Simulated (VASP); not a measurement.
Wanted: the native input for a VASP 6.6.1 run.

```yaml
Task: relaxation of cell and atoms
Functional: PBE
Dispersion: D3(BJ)
Potentials_or_basis: VASP PAW PBE potentials, release 64 (Te, Mo_sv)
Cutoff: 600 eV
k_mesh: 6 × 6 × 2
Occupations: gaussian, width 0.05 eV
Spin: no spin polarisation
Dipole_correction: no
Further_INCAR_settings: ALGO = Fast; EDIFF = 1e-07; IBRION = 2; EDIFFG = -0.03; NSW = 80; ISIF = 3
```

The structure of Te2Mo lies in POSCAR:

```
Te2Mo
1.0
    3.5182000000      0.0000000000      0.0000000000
   -1.7591000000      3.0468505756      0.0000000000
    0.0000000000      0.0000000000     13.9736000000
Te Mo
4 2
Direct
    0.3333333333      0.6666666667      0.6210000000
    0.6666666667      0.3333333333      0.1210000000
    0.3333333333      0.6666666667      0.8790000000
    0.6666666667      0.3333333333      0.3790000000
    0.3333333333      0.6666666667      0.2500000000
    0.6666666667      0.3333333333      0.7500000000
```

These files were run (other wordings do the same):

INCAR

```
SYSTEM = Te2Mo
PREC = Accurate
ENCUT = 600
EDIFF = 1E-7
ISMEAR = 0
SIGMA = 0.05
LREAL = .False.
LASPH = .True.
NELM = 100
ALGO = Fast
ISIF = 3
LWAVE = .False.
LCHARG = .False.
GGA = PE
IVDW = 12
IBRION = 2
NSW = 80
EDIFFG = -0.03
```

KPOINTS

```
Automatic mesh
0
Gamma
  6 6 2
  0 0 0
```

Potentials or basis: VASP PAW PBE potentials, release 64 (Te, Mo_sv).

Run with:

```bash
$ cat potpaw_PBE.64/Te/POTCAR potpaw_PBE.64/Mo_sv/POTCAR > POTCAR
$ mpirun -np 1 vasp_std > vasp.out
```

It gave:

The relaxed volume is 24.15 Å³/atom, the relaxed cell is a = 3.494 Å, b = 3.494 Å, c = 13.711 Å, α = 90.00°, β = 90.00°, γ = 120.00° and the space group after relaxing (to 0.05 Å) is P6_3/mmc (No. 194). The energy gained by relaxing is 4.4 meV/atom and the ionic steps are 7. The pressure after relaxing is 0.0 GPa, the band gap on the k mesh is 0.72 eV, indirect (least direct gap 1.03 eV) and the dispersion energy per atom is -0.554 eV.

Caveat: spin-orbit coupling is left out, which moves the levels of the heavy elements.

Run time: 10 min on 1 thread of Intel(R) Xeon(R) Platinum 8259CL CPU @ 2.50GHz (Skylake/Cascade Lake) (shared host), peak memory 0.34 GiB.
